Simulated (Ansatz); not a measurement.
NaH, DFT, PBE, all-electron LAPW, scalar-relativistic (Ansatz 0.2.0), run on 1 thread of Arm Neoverse V1 on a shared host.

The cell is COD entry 9008680, as deposited and not checked against the literature; nothing was relaxed.

Command: `ansatz run input.yaml --threads 1 --pin off --max-ram 2048MiB --backend cpu --events-out ev --progress --plain --runs-dir out`

```yaml
crystal:
  lattice:
    - [0.0, 2.44, 2.44]
    - [2.44, 0.0, 2.44]
    - [2.44, 2.44, 0.0]
  atoms:
    - { symbol: Na, position: [0.0, 0.0, 0.0] }
    - { symbol: H, position: [0.5, 0.5, 0.5] }
kpoints:
  mp_grid: { grid: [9, 9, 9] }
  band_path:
    path:
      - [0.0, 0.0, 0.0]
      - [0.5, 0.0, 0.5]
      - [0.625, 0.25, 0.625]
      - [0.375, 0.375, 0.75]
      - [0.0, 0.0, 0.0]
      - [0.5, 0.5, 0.5]
      - [0.5, 0.25, 0.75]
      - [0.5, 0.0, 0.5]
    npoints: 14
scf:
  occupations: { method: fermi_dirac, width: 0.03 }
hamiltonian:
  xc: pbe
  pseudopotentials: { kind: all_electron, lapw: { basis_error: 0.001 } }
output:
  forces: true
  stress: true
  eigenvalues: true
  populations: true
  dos: { projected: true, de: 0.2, e_range: [-14, 8] }
```

**Question.** How large is the problem that the program sets up?

**Answer.** 35 irreducible k-points, 137 plane waves at Γ, 9 bands.

**Question.** Estimate the wall time and the peak memory.

**Answer.** 4.1 s of wall time for 6 SCF iterations, with a peak of 0.21 GiB. Times on shared machines scatter by tens of per cent.

**Question.** And the same cell and mesh by PAW (frozen-core files), asked for forces, stress, eigenvalues, efg, populations, bader, dos, write_density, write_potential, elf and the same band path, on the same hardware?

**Answer.** 11 s, peak memory 0.28 GiB.

**Question.** And the same cell and mesh by crystal-made all-electron datasets, asked for forces, stress, eigenvalues, efg and the same band path, on the same hardware?

**Answer.** 4.3 s, peak memory 0.32 GiB.
